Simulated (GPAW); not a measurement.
Here is a GPAW 26.7.0 calculation.

Contents of run.py:

```python
from ase import Atoms
from ase.dft.bandgap import bandgap
from ase.io import write
from gpaw import GPAW, PW

atoms = Atoms(['Hf', 'C'],
              cell=[[0.0, 2.325, 2.325],
                    [2.325, 0.0, 2.325],
                    [2.325, 2.325, 0.0]],
              scaled_positions=[[0.5, 0.5, 0.5],
                                [0.0, 0.0, 0.0]],
              pbc=True)

calc = GPAW(mode=PW(800),
            xc={'name': 'vdW-DF2', 'backend': 'libvdwxc'},
            kpts={'size': (10, 10, 10), 'gamma': True},
            occupations={'name': 'fermi-dirac', 'width': 0.05},
            nbands=18,
            convergence={'density': 1e-05, 'energy': 1e-05},
            maxiter=150,
            txt='gpaw.txt')
atoms.calc = calc
energy = atoms.get_potential_energy()
forces = atoms.get_forces()
calc.write('gs.gpw')
write('result.traj', atoms)
print(f'Energy: {energy:.6f} eV')
print('Forces (eV/A):')
print(forces.round(4))
print('Fermi level:', round(calc.get_fermi_level(), 4), 'eV')
print(f'Gap: {bandgap(calc)[0]:.4f} eV, direct: {bandgap(calc, direct=True)[0]:.4f} eV')
```

Potentials or basis: GPAW PAW data sets (gpaw-data 1.2.1), pw.

Launch:

```bash
$ OMP_NUM_THREADS=1 python run.py
```

Question: Estimate the band gap on the k mesh.

Answer: None (metal or under the smearing width).

Caveat: the PAW data sets were made with another functional, which shifts forces and pressure a little. Spin-orbit coupling is left out, which matters for the levels of Hf.
